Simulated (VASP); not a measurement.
Here is a VASP 6.6.1 calculation.

INCAR

```
SYSTEM = Ti2O
PREC     = Accurate       ! precision mode
ENCUT    = 520            ! plane-wave cutoff, eV
EDIFF    = 1E-6           ! SCF threshold, eV
ISMEAR   = 0              ! smearing method
SIGMA    = 0.02           ! smearing width, eV
LREAL    = .False.        ! projectors in reciprocal space
LASPH    = .True.         ! aspherical terms in the spheres
NELM     = 100            ! most SCF steps
ALGO     = Fast           ! electronic algorithm
ISIF     = 2              ! what is computed and relaxed
LWAVE    = .False.        ! write WAVECAR
LCHARG   = .True.         ! write CHGCAR
GGA      = PS             ! functional
LELF     = .True.         ! ELF
LVHAR    = .True.       
NBANDS   = 22             ! bands
```

The input KPOINTS:

```
regular mesh
0
Gamma
  10 10 6
  0 0 0
```

The input POSCAR:

```
Ti2O
1.0
    2.9194000000      0.0000000000      0.0000000000
   -1.4597000000      2.5282745638      0.0000000000
    0.0000000000      0.0000000000      4.7130000000
Ti O
2 1
Cartesian
   -0.0000000001      1.6855163760      3.3992983800
    1.4597000001      0.8427581878      1.3137016200
    0.0000000000      0.0000000000      0.0000000000
```

Potentials or basis: VASP PAW PBE potentials, release 64 (Ti_sv, O).

Run with:

```sh
$ cat potpaw_PBE.64/Ti_sv/POTCAR potpaw_PBE.64/O/POTCAR > POTCAR
$ mpirun -np 1 vasp_std > vasp.out
```

Question: Estimate the band gap on the k mesh.

Answer: None (metal or under the smearing width).

Question: Estimate the pressure.

Answer: 4.9 GPa.

Forces in eV/Å, atoms in the order of the input:
```
Ti   0.000  0.000  1.249
Ti   0.000  0.000 -1.249
O    0.000  0.000  0.000
```

Caveat: the PAW data sets were made with another functional, which shifts forces and pressure a little; semilocal functionals often make such compounds metallic where correlation or magnetic order opens a gap, which also shifts bond lengths.
